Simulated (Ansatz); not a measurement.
## MoS2/WS2: short-period superlattices

How do the layer thicknesses change the gap of MoS2/WS2? The crystals are MoS2 3R layers and WS2 3R layers, on a common net of side 3.17 Å (+0.0 % and +0.0 % against typed lattice constants near PBE's). Layer spacings come from each crystal relaxed along the normal on that net, and the joins take the mean spacing. The stacks are then relaxed. The first steps treat the bulk crystals alone.

Method: PBE+D3(BJ) DFT, plane waves, PAW files, in the first sound run; inputs show where later runs differ, in Ansatz 0.2.0.

## (1) Starting point

Symmetry: R3m, No. 160, trigonal system. Conventional cell: a = 3.170 Å, b = 3.170 Å, c = 18.400 Å, α = 90.00°, β = 90.00°, γ = 120.00°. Nearest to S lie 3 Mo at 2.40 Å. Nearest to Mo lie 6 S at 2.40 Å. S has 3 Mo at 2.40 Å nearest. Farther neighbours and most contacts between anions are not listed.

## (2) Relaxing along the normal, crystal MoS2 3R layers

The crystal is held to the common net and relaxed along the normal.

File input.yaml:

```yaml
crystal:
  lattice:
    - [3.17, 0.0, 0.0]
    - [-1.585, 2.74530053, 0.0]
    - [0.0, 0.0, 18.4]
  atoms:
    - { symbol: S, position: [0.3333333333, 0.6666666667, 0.0] }
    - { symbol: Mo, position: [0.0, 0.0, 0.0847826087] }
    - { symbol: S, position: [0.3333333333, 0.6666666667, 0.1695652174] }
    - { symbol: S, position: [0.0, 0.0, 0.3333333333] }
    - { symbol: Mo, position: [0.6666666667, 0.3333333333, 0.418115942] }
    - { symbol: S, position: [0.0, 0.0, 0.5028985507] }
    - { symbol: S, position: [0.6666666667, 0.3333333333, 0.6666666667] }
    - { symbol: Mo, position: [0.3333333333, 0.6666666667, 0.7514492754] }
    - { symbol: S, position: [0.6666666667, 0.3333333333, 0.8362318841] }
kpoints:
  mp_grid: { grid: [8, 8, 2] }
scf:
  occupations: { method: fixed }
  max_iter: 120
hamiltonian:
  xc: pbe
  dispersion: d3bj
output: {}
relax:
  f_tol: 0.01
  max_steps: 40
  cell: { fix: [a, b, angles] }
```

Command:

```
> ansatz run input.yaml --threads 4 --pin off --max-ram 8192MiB --backend cpu --events-out ev --progress --plain --runs-dir out
```

Numbers of over 12 decimals in the logs are rounded to 6 here.

Log:

```text
Engine: ansatz 0.2.0, aarch64-unknown-linux-gnu
Pseudopotentials: kind: paw
Pseudopotential: S, paw, valence charge 6, recommended cutoff 420 eV (normal), S.paw.azcp
Pseudopotential: Mo, paw, valence charge 14, recommended cutoff 420 eV (normal), Mo.paw.azcp
Functional definition: PBE
  parameter kappa = 0.804
  parameter beta = 0.066725
  exchange = pbe_x(kappa = kappa, mu = beta*pi^2/3)
  correlation = pbe_c(beta = beta)
Crystal: 9 atoms, lattice volume = 160.128 Å³
Basis set: ecut = 420 eV, 3157 PW (Γ), exchange–correlation on 48×48×250 points (8 copies of the dense FFT grid, shifted against one another)
Bands: 48, of which v1, the nominal top of the filled ones, is band 39 counted from 1 (38 counted from 0)
Symmetry: 18 space group operations
Space group: R3m (ITA 160), of the structure as read, at distance tolerance 5.4e-5 Å
k-points: 20 of 128 (time reversal used)
Non-local potential: S, projectors of the file, l = 0: 2, l = 1: 2, l = 2: 2
Non-local potential: Mo, projectors of the file, l = 0: 3, l = 1: 2, l = 2: 2, l = 3: 1
PAW form: soft (Blöchl's): semilocal exchange-correlation on the pseudo side does not see the compensation charge
PAW one-centre angular grid: S, 110 points (default); XC on 64 Gauss nodes
PAW one-centre angular grid: Mo, 590 points (default); XC on 64 Gauss nodes
Initial density: superposition of atomic densities (neutral atoms: chi_scale 0, normalization atom), corrected by the library's trained network
Initial wavefunctions: pseudopotential atomic-orbital guess
Functional: x = pbe(κ = 0.804, μ = 0.219515), c = pbe(β = 0.066725)
SCF iter   1: F=—  HF=-20292.106660 eV  |F-HF|=—  |Δ(HF+E_count)|=         —  Δρ=5.44e-3  dr2=1.22e-2  ethr=1.77e-3  ⟨swp⟩=5.0  Hψ=3184  notcnv=0  defer=102
preconditioner: auto → Resta (q_TF=auto, 2.420 Å⁻¹)  ε∞=8.7  [insulator: Δε(μ)=0.984 eV  Ē_g=7.777 eV  n_scr=44 (ndim 8)  ℏωp=21.6 eV  f_vac=0.014  ε∞_Penn≈8.7]
SCF iter   2: F=—  HF=-20292.120707 eV  |F-HF|=—  |Δ(HF+E_count)|=   1.40e-2  Δρ=3.12e-3  dr2=3.73e-3  ethr=1.56e-5  ⟨swp⟩=2.0  Hψ=1707  notcnv=0  defer=133
SCF iter   3: F=—  HF=-20292.128063 eV  |F-HF|=—  |Δ(HF+E_count)|=   7.36e-3  Δρ=4.98e-4  dr2=9.51e-4  ethr=4.79e-6  ⟨swp⟩=2.0  Hψ=1433  notcnv=0  defer=133
SCF iter   4: F=—  HF=-20292.127995 eV  |F-HF|=—  |Δ(HF+E_count)|=   6.81e-5  Δρ=1.19e-4  dr2=1.59e-5  ethr=1.22e-6  ⟨swp⟩=2.0  Hψ=1248  notcnv=0  defer=83
SCF iter   5: F=—  HF=-20292.127777 eV  |F-HF|=—  |Δ(HF+E_count)|=   2.18e-4  Δρ=5.49e-5  dr2=4.71e-6  ethr=2.04e-8  ⟨swp⟩=2.0  Hψ=1339  notcnv=0  defer=53
SCF iter   6: F=-20292.127782 eV  HF=-20292.127782 eV  |F-HF|=6.12e-8  |Δ(HF+E_count)|=   4.64e-6  Δρ=8.33e-6  dr2=8.51e-8  ethr=1.28e-10  ⟨swp⟩=4.0  Hψ=4333  notcnv=0
SCF 1 converged in 6 iterations: F = -20292.127782 eV  dr2 = 8.51e-8
  greatest PAW one-centre occupation: 0.998 electrons in one spin orbital (limit 2), on the Mo atom at site 7 (counted from 0), in its partial waves of l = 0
relax step   1: F+E_penalty+E_count = -20292.12778200 eV  Δ(F+E_penalty+E_count) = +0.000e0 eV  max|allowed force component| = 2.865e-2 eV/Å  Δτ_max = 0.0000 Å  P = -1.436 GPa  Ω = 160.128 Å³  fix = [a, b, alpha, beta, gamma]  reactions: a -1.679, b -1.679 GPa  (6 SCF iters, dr2 threshold 1.00e-7 eV, accepted)
Crystal: 9 atoms, lattice volume = 154.187 Å³
Basis set: ecut = 420 eV, 3023 PW (Γ), exchange–correlation on 48×48×250 points (8 copies of the dense FFT grid, shifted against one another)
Initial density: handed on by an earlier stage of this run
Initial wavefunctions: those handed on with the density
iter 1 solved again at ethr=4.29e-5 eV; its pass at ethr=3.10e-3 eV (dr2=3.35e-2 eV) is discarded
SCF iter   1: F=—  HF=-20292.144857 eV  |F-HF|=—  |Δ(HF+E_count)|=         —  Δρ=5.21e-3  dr2=3.36e-2  ethr=4.29e-5  ⟨swp⟩=2.9  Hψ=4322  notcnv=0  defer=50
automatic band count: iteration 1 solves 44 bands in place of 48: the levels show a gap, and the empty bands left out lie too high to hold charge; the band table lists the bands solved (type scf.n_extra_bands for more)
preconditioner: auto → Resta (q_TF=auto, 2.435 Å⁻¹)  ε∞=9.7  [insulator: Δε(μ)=0.763 eV  Ē_g=7.450 eV  n_scr=42 (ndim 8)  ℏωp=22.0 eV  f_vac=0.003  ε∞_Penn≈9.7]
SCF iter   2: F=—  HF=-20292.139850 eV  |F-HF|=—  |Δ(HF+E_count)|=   5.01e-3  Δρ=2.66e-3  dr2=8.59e-3  ethr=4.29e-5  ⟨swp⟩=2.1  Hψ=1247  notcnv=0  defer=55
SCF iter   3: F=—  HF=-20292.139071 eV  |F-HF|=—  |Δ(HF+E_count)|=   7.79e-4  Δρ=1.32e-3  dr2=2.26e-3  ethr=1.10e-5  ⟨swp⟩=2.2  Hψ=1197  notcnv=0  defer=54
SCF iter   4: F=—  HF=-20292.139118 eV  |F-HF|=—  |Δ(HF+E_count)|=   4.70e-5  Δρ=2.24e-4  dr2=1.30e-4  ethr=2.90e-6  ⟨swp⟩=2.0  Hψ=1300  notcnv=0  defer=52
SCF iter   5: F=—  HF=-20292.138964 eV  |F-HF|=—  |Δ(HF+E_count)|=   1.54e-4  Δρ=6.14e-5  dr2=1.51e-5  ethr=1.67e-7  ⟨swp⟩=2.0  Hψ=1360  notcnv=0  defer=38
SCF iter   6: F=-20292.138971 eV  HF=-20292.138971 eV  |F-HF|=1.67e-7  |Δ(HF+E_count)|=   6.65e-6  Δρ=1.20e-5  dr2=2.69e-7  ethr=1.15e-9  ⟨swp⟩=4.0  Hψ=3829  notcnv=0
SCF 2 converged in 6 iterations: F = -20292.138971 eV  dr2 = 2.69e-7
relax step   2: F+E_penalty+E_count = -20292.13897071 eV  Δ(F+E_penalty+E_count) = -1.119e-2 eV  max|allowed force component| = 7.004e-2 eV/Å  Δτ_max = 0.0593 Å  P = -0.925 GPa  Ω = 154.187 Å³  energy of the carried Pulay correction = +6.880e-4 eV  fix = [a, b, alpha, beta, gamma]  reactions: a -1.488, b -1.488 GPa  (6 SCF iters, dr2 threshold 9.00e-7 eV, accepted)
Crystal: 9 atoms, lattice volume = 156.446 Å³
Basis set: ecut = 420 eV, 3049 PW (Γ), exchange–correlation on 48×48×250 points (8 copies of the dense FFT grid, shifted against one another)
iter 1 solved again at ethr=8.01e-6 eV; its pass at ethr=3.10e-3 eV (dr2=6.24e-3 eV) is discarded
SCF iter   1: F=—  HF=-20292.144595 eV  |F-HF|=—  |Δ(HF+E_count)|=         —  Δρ=2.23e-3  dr2=6.49e-3  ethr=8.01e-6  ⟨swp⟩=3.2  Hψ=4257  notcnv=0  defer=53
automatic band count: iteration 1 solves 44 bands in place of 48: the levels show a gap, and the empty bands left out lie too high to hold charge; the band table lists the bands solved (type scf.n_extra_bands for more)
preconditioner: auto → Resta (q_TF=auto, 2.429 Å⁻¹)  ε∞=9.6  [insulator: Δε(μ)=0.862 eV  Ē_g=7.422 eV  n_scr=42 (ndim 8)  ℏωp=21.8 eV  f_vac=0.010  ε∞_Penn≈9.6]
SCF iter   2: F=—  HF=-20292.143638 eV  |F-HF|=—  |Δ(HF+E_count)|=   9.57e-4  Δρ=1.13e-3  dr2=1.61e-3  ethr=8.01e-6  ⟨swp⟩=2.1  Hψ=1273  notcnv=0  defer=55
SCF iter   3: F=—  HF=-20292.143488 eV  |F-HF|=—  |Δ(HF+E_count)|=   1.50e-4  Δρ=5.61e-4  dr2=4.16e-4  ethr=2.06e-6  ⟨swp⟩=2.5  Hψ=1220  notcnv=0  defer=36
SCF iter   4: F=—  HF=-20292.143511 eV  |F-HF|=—  |Δ(HF+E_count)|=   2.36e-5  Δρ=9.82e-5  dr2=2.40e-5  ethr=5.33e-7  ⟨swp⟩=2.1  Hψ=1338  notcnv=0  defer=23
SCF iter   5: F=—  HF=-20292.143299 eV  |F-HF|=—  |Δ(HF+E_count)|=   2.13e-4  Δρ=2.85e-5  dr2=3.84e-6  ethr=3.07e-8  ⟨swp⟩=2.0  Hψ=1372  notcnv=0  defer=22
SCF iter   6: F=-20292.143300 eV  HF=-20292.143300 eV  |F-HF|=3.49e-8  |Δ(HF+E_count)|=   1.29e-6  Δρ=5.17e-6  dr2=5.04e-8  ethr=3.93e-10  ⟨swp⟩=4.0  Hψ=3714  notcnv=0
SCF 3 converged in 6 iterations: F = -20292.143300 eV  dr2 = 5.04e-8
relax step   3: F+E_penalty+E_count = -20292.14329998 eV  Δ(F+E_penalty+E_count) = -4.329e-3 eV  max|allowed force component| = 4.724e-2 eV/Å  Δτ_max = 0.0264 Å  P = -0.856 GPa  Ω = 156.446 Å³  energy of the carried Pulay correction = +4.234e-4 eV  fix = [a, b, alpha, beta, gamma]  reactions: a -1.391, b -1.391 GPa  (6 SCF iters, dr2 threshold 3.07e-7 eV, accepted)
[...]
relax step   4: F+E_penalty+E_count = -20292.14369944 eV  Δ(F+E_penalty+E_count) = -3.995e-4 eV  max|allowed force component| = 3.074e-3 eV/Å  Δτ_max = 0.0050 Å  P = -0.986 GPa  Ω = 156.127 Å³  energy of the carried Pulay correction = +4.605e-4 eV  fix = [a, b, alpha, beta, gamma]  reactions: a -1.479, b -1.479 GPa  (5 SCF iters, dr2 threshold 1.39e-7 eV, accepted)
Basis set: ecut = 420 eV, 3035 PW (Γ), exchange–correlation on 48×48×240 points (8 copies of the dense FFT grid, shifted against one another)
Initial wavefunctions: pseudopotential atomic-orbital guess (no wavefunctions were taken with the density)
iter 1 solved again at ethr=8.77e-8 eV; its pass at ethr=3.10e-3 eV (dr2=6.84e-5 eV) is discarded
SCF iter   1: F=—  HF=-20292.143358 eV  |F-HF|=—  |Δ(HF+E_count)|=         —  Δρ=4.42e-5  dr2=4.84e-7  ethr=8.77e-8  ⟨swp⟩=3.7  Hψ=5942  notcnv=0  defer=134
preconditioner: auto → Resta (q_TF=auto, 2.430 Å⁻¹)  ε∞=8.8  [insulator: Δε(μ)=0.844 eV  Ē_g=7.803 eV  n_scr=42 (ndim 8)  ℏωp=21.8 eV  f_vac=0.009  ε∞_Penn≈8.8]
SCF iter   2: F=—  HF=-20292.143225 eV  |F-HF|=—  |Δ(HF+E_count)|=   1.33e-4  Δρ=2.29e-5  dr2=1.29e-7  ethr=6.20e-10  ⟨swp⟩=2.1  Hψ=1536  notcnv=0  defer=105
SCF iter   3: F=—  HF=-20292.143225 eV  |F-HF|=—  |Δ(HF+E_count)|=   1.27e-7  Δρ=2.87e-6  dr2=2.51e-8  ethr=1.65e-10  ⟨swp⟩=2.0  Hψ=1660  notcnv=0  defer=105
SCF iter   4: F=—  HF=-20292.143225 eV  |F-HF|=—  |Δ(HF+E_count)|=   1.35e-9  Δρ=1.25e-6  dr2=2.89e-9  ethr=3.22e-11  ⟨swp⟩=2.0  Hψ=1259  notcnv=0  defer=105
SCF iter   5: F=—  HF=-20292.143225 eV  |F-HF|=—  |Δ(HF+E_count)|=   2.14e-9  Δρ=4.05e-7  dr2=7.81e-10  ethr=3.71e-12  ⟨swp⟩=2.0  Hψ=1338  notcnv=0  defer=105
SCF iter   6: F=-20292.143225 eV  HF=-20292.143225 eV  |F-HF|=3.64e-12  |Δ(HF+E_count)|=  5.38e-10  Δρ=1.62e-7  dr2=7.96e-11  ethr=1.00e-12  ⟨swp⟩=3.0  Hψ=3660  notcnv=0
SCF 5 converged in 6 iterations: F = -20292.143225 eV  dr2 = 7.96e-11
relax step   5: F+E_penalty+E_count = -20292.14322490 eV  Δ(F+E_penalty+E_count) = +4.745e-4 eV  max|allowed force component| = 3.117e-3 eV/Å  Δτ_max = 0.0000 Å  P = -0.985 GPa  Ω = 156.127 Å³  fix = [a, b, alpha, beta, gamma]  reactions: a -1.478, b -1.478 GPa  stress off target by 1.36e-4 GPa on what of the cell is left free  SCF on the basis re-selected at this cell (its energy is not comparable with the rows above)  (6 SCF iters)
basis re-selected at this cell: Δ(F+E_penalty+E_count) = +4.745e-4 eV, ΔP = +0.001 GPa vs the last step (what re-selecting the basis moved, of the pressure what is left beyond the Pulay correction that the steps carried, after the strain that the cell walked since its last selection, with what the two solves' SCF thresholds leave and, on support functions, any second-order correction that the steps lacked; it is no measure of the basis error at this ecutwfc). The dense FFT grid was sized anew with the basis: this SCF ran on 24×24×120 points, the steps before it on 24×24×125, so part of this shift can come from that change (see relax.cell in the input reference). [rest of the remark cut]
SCF converged after 6 iterations
Free energy (F): -20292.143225 eV
Harris-Foulkes:  -20292.143225 eV  (|F-HF|=3.64e-12)
Internal energy: -20292.143225 eV  (E = F + TS)
E sigma→0 (E₀):  -20292.143225 eV
Fermi energy:    11.550867 eV
--- Per-component energies (eV) ---
  E_band       = -432.122171
  E_kinetic    = 1970.006981
  E_local      = -5547.433078  (includes V_loc(G=0)·N_el)
  E_nonlocal   = 597.811063
  E_hartree    = 2112.007995
  E_xc         = -1136.465027
  E_vxc        = -1216.361617  (∫ρ·V_xc dr)
  E_paw        = -13204.698332  (= ΣΔE_a)
  E_vpaw       = -460.161052  (= ΣTr[D̂ρ^β])
  E_aug_tail   = 0.000120  (compensation charges beyond the density's cutoff)
  E_ewald      = -5079.442055
  E_disp       = -3.930892  (pairwise vdW)
  E_smearing   = -0.000000  (= −TS)
  E_closure    = 0.000000  (closes the sum)
  Σ components = -20292.143225   (vs F -20292.143225, Δ=0.00e0)
--- Forces (eV/Å), atoms counted from 1 ---
  atom   1  S      0.00000000     0.00000000    -0.00237794
  atom   2  Mo     0.00000000     0.00000000     0.00311651
  atom   3  S      0.00000000     0.00000000    -0.00073963
  atom   4  S      0.00000000     0.00000000    -0.00237794
  atom   5  Mo    -0.00000000     0.00000000     0.00311651
  atom   6  S     -0.00000000     0.00000000    -0.00073963
  atom   7  S      0.00000000     0.00000000    -0.00237794
  atom   8  Mo    -0.00000000     0.00000000     0.00311651
  atom   9  S     -0.00000000     0.00000000    -0.00073963
  max |Σ_I F_I| component: 3.21e-6 eV/Å
--- Stress (GPa, compression-positive) ---
       -1.478000       0.000000       0.000000
       -0.000000      -1.478000      -0.000000
        0.000000      -0.000000      -0.000136
  P = ⅓ Tr σ = -0.9854 GPa (-9.854 kbar)
--- Relaxed structure (4 steps of the walk, 4 accepted, 1 SCFs on fresh bases) ---
  F+E_penalty+E_count = -20292.14322490 eV   max|allowed force component| = 3.117e-3 eV/Å   (the final SCF, on the basis selected at the relaxed cell)
  cell:  # Å, volume = 156.1265 Å³
    - [3.170000, 0, 0]
    - [-1.585000, 2.745301, 0]
    - [0, 0, 17.940209]
  atoms:
    - { symbol: S, position: [0.333333, 0.666667, -0.00203568] }
    - { symbol: Mo, position: [0, 0, 0.084751] }
    - { symbol: S, position: [0.333333, 0.666667, 0.171633] }
    - { symbol: S, position: [0, 0, 0.331298] }
    - { symbol: Mo, position: [0.666667, 0.333333, 0.418084] }
    - { symbol: S, position: [0, 0, 0.504966] }
    - { symbol: S, position: [0.666667, 0.333333, 0.664631] }
    - { symbol: Mo, position: [0.333333, 0.666667, 0.751417] }
    - { symbol: S, position: [0.666667, 0.333333, 0.838300] }
```

The job ended after 11 s (4 threads of Arm Neoverse V2, shared host; peak memory 0.52 GiB; 40 s of CPU time).

The steps of the relaxation:

```tsv
step	energy less that of the first step (eV)	largest force component (eV/Å)	pressure (GPa)	volume (Å³)
1	0.0000	0.0286	-1.44	160.13
2	-0.0112	0.0700	-0.92	154.19
3	-0.0155	0.0472	-0.86	156.45
4	-0.0159	0.0031	-0.99	156.13
5*	-0.0154	0.0031	-0.99	156.13
```

Relaxation steps marked * repeat the geometry before them on a plane-wave basis chosen anew for their cell, so energy and pressure can jump there.

Forces are held to the 18 operations that the run works with; a distortion that breaks them can't arise in this run.

```tsv
conventional cell, symmetrised	before	after	change
a (Å)	3.170	3.170	+0.0 %
b (Å)	3.170	3.170	+0.0 %
c (Å)	18.400	17.940	-2.5 %
volume (Å³/atom)	17.79	17.35	-2.5 %
```

The atoms that moved most (Å, as changes of fractional coordinates times the final cell):

```tsv
atom	dx	dy	dz	length
S3	0.000	0.000	0.037	0.037
S9	0.000	0.000	0.037	0.037
S6	0.000	0.000	0.037	0.037
S1	0.000	0.000	-0.037	0.037
S4	0.000	0.000	-0.037	0.037
S7	0.000	0.000	-0.037	0.037
```

Numbers from this step:

```yaml
free_energy: -20292.1432 eV
fermi_energy: 11.55 eV
pressure: -0.9854 GPa
```

The relaxation ends with a largest force component of 0.0031 eV/Å.

## (3) Band edges, crystal MoS2 3R layers

This step: PBE DFT, plane waves, PAW files (Ansatz 0.2.0).

The band edges of this cell are searched, off the mesh as well.

File input.yaml:

```yaml
crystal:
  lattice:
    - [3.17, 0.0, 0.0]
    - [-1.585, 2.74530053, 0.0]
    - [0.0, 0.0, 17.9402085165]
  atoms:
    - { symbol: S, position: [0.3333333333, 0.6666666667, -0.0020356768] }
    - { symbol: Mo, position: [0.0, 0.0, 0.0847506502] }
    - { symbol: S, position: [0.3333333333, 0.6666666667, 0.1716328527] }
    - { symbol: S, position: [0.0, 0.0, 0.3312976565] }
    - { symbol: Mo, position: [0.6666666667, 0.3333333333, 0.4180839835] }
    - { symbol: S, position: [0.0, 0.0, 0.504966186] }
    - { symbol: S, position: [0.6666666667, 0.3333333333, 0.6646309899] }
    - { symbol: Mo, position: [0.3333333333, 0.6666666667, 0.7514173169] }
    - { symbol: S, position: [0.6666666667, 0.3333333333, 0.8382995194] }
kpoints:
  mp_grid: { grid: [12, 12, 2] }
  band_path: { path: [VBM, CBM], npoints: 24 }
scf:
  occupations: { method: fixed }
  max_iter: 120
hamiltonian:
  xc: pbe
output:
  eigenvalues: true
checkpoint:
  write: MoS2.run
  compress: false
  write_wavefunctions: false
```

Log:

```text
[...]
Crystal: 9 atoms, lattice volume = 156.127 Å³
Basis set: ecut = 420 eV, 3035 PW (Γ)
Bands: 48, of which v1, the nominal top of the filled ones, is band 39 counted from 1 (38 counted from 0)
Symmetry: 18 space group operations
[...]
k-points: 38 of 288 (time reversal used)
[...]
SCF iter   1: F=—  HF=-20288.192787 eV  |F-HF|=—  |Δ(HF+E_count)|=         —  Δρ=5.55e-3  dr2=1.49e-2  ethr=1.77e-3  ⟨swp⟩=5.0  Hψ=6077  notcnv=0  defer=206
[...]
SCF iter   7: F=-20288.212761 eV  HF=-20288.212761 eV  |F-HF|=1.10e-9  |Δ(HF+E_count)|=   8.91e-8  Δρ=1.97e-6  dr2=7.39e-9  ethr=1.28e-10  ⟨swp⟩=8.4  Hψ=5818  notcnv=0
SCF 1 converged in 7 iterations: F = -20288.212761 eV  dr2 = 7.39e-9
[...]
NSCF: frozen V_eff on 34 k-points
[...]
SCF converged after 7 iterations
Free energy (F): -20288.212761 eV
[...]
Internal energy: -20288.212761 eV  (E = F + TS)
E sigma→0 (E₀):  -20288.212761 eV
Fermi energy:    11.550941 eV
[...]
--- Band table (eV; the first three rows and the last of 38) ---
  k-point 0: bands = [... 35 lower, 10.2247, 10.4817, 11.4374, 11.4374, 13.4069, 13.4069, 13.4929, 13.4929, ... 5 higher]
  k-point 1: bands = [... 35 lower, 9.3722, 11.0622, 11.0622, 11.5509, 13.4316, 13.4316, 13.4316, 13.4316, ... 5 higher]
  k-point 2: bands = [... 35 lower, 10.2313, 10.5549, 11.2291, 11.2365, 13.3477, 13.3753, 13.4047, 13.4975, ... 5 higher]
  k-point 37: bands = [... 35 lower, 8.5929, 10.7019, 10.7019, 10.7019, 12.4056, 12.4056, 12.4056, 13.6346, ... 5 higher]
```

It took 24 s on 4 threads; peak memory 0.54 GiB; 94 s of CPU time.

The column dr2 measures how far the density is from self-consistency, as an energy; F and HF (Harris–Foulkes) agree once it is small.

Numbers from this step:

```yaml
free_energy: -20288.2128 eV
gap_on_the_k_mesh: 0.7754 eV
gap_on_path: 0.7499 eV, by band count; negative where bands overlap
edge_places_on_path: 0, 0.7486 1/A along the path
```

The electronic bands at the labelled points (eV, zero at the Fermi level (highest filled level under fixed occupations); v1 is the highest filled band, c1 the lowest empty one):

```tsv
point	v4	v3	v2	v1	c1	c2	c3	c4
VBM	-2.18	-0.49	-0.49	0.00	1.88	1.88	1.88	1.88
halfway	-1.49	-1.00	-0.85	-0.80	1.40	1.52	1.59	1.72
CBM	-1.82	-1.68	-1.68	-1.61	0.75	1.29	1.29	1.65
```

The searched edges give 0.750 eV, under the 0.775 eV of the mesh, which misses an edge.

(Part 1 of 4 ends here.)

[Logs are printed without paths, hosts, clocks, repeated set-up lines and the standing remarks that a program may print on its own settings, such as how far it seeks lower states.]

[Hosts, paths, dates, database ids (printed as entryN), source tags and the programs' standing remarks are cut or masked in the printed files.]
